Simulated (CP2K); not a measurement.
Crystal: TiH2.

```
CELL_PARAMETERS angstrom
3.10636 0.00000 0.00000
-0.17570 3.10138 0.00000
-1.46533 -1.55069 2.25779
ATOMIC_POSITIONS crystal
Ti 0.00000 0.00000 0.00000
H 0.25000 0.75000 0.50000
H 0.75000 0.25000 0.50000
```

Program: CP2K 2026.2. Alike in all runs: task band structure; no spin polarisation; cell as given; k mesh 12 × 12 × 12; smearing fermi-dirac 0.05 eV.

Q: Order these runs on this cell by their pressure, lowest first.
A. level PBEsol; potentials or basis POTENTIAL_UZH Ti GTH-PBE-q12, H GTH-PBE-q1; TZVP-MOLOPT-PBE-GTH basis; NGRIDS 5; points a segment of the path (NPOINTS) 10; CUTOFF of the grids 550 Ry
B. level r2SCAN; potentials or basis POTENTIAL_UZH Ti GTH-SCAN-q12, H GTH-SCAN-q1; TZVP-MOLOPT-SCAN-GTH basis; NGRIDS 4; points a segment of the path (NPOINTS) 6; CUTOFF of the grids 800 Ry
C. level LDA; potentials or basis GTH_POTENTIALS Ti GTH-PADE-q12, H GTH-PADE-q1; TZVP-MOLOPT-PBE-GTH basis; NGRIDS 5; points a segment of the path (NPOINTS) 8; CUTOFF of the grids 550 Ry

A: C (-8.9 GPa), A (-5.0 GPa), B (-1.9 GPa).

Caveats: the basis of atomic orbitals isn't converged, which shifts pressures, moduli and gaps; the potentials were made for another functional, which shifts forces and pressure (some runs).
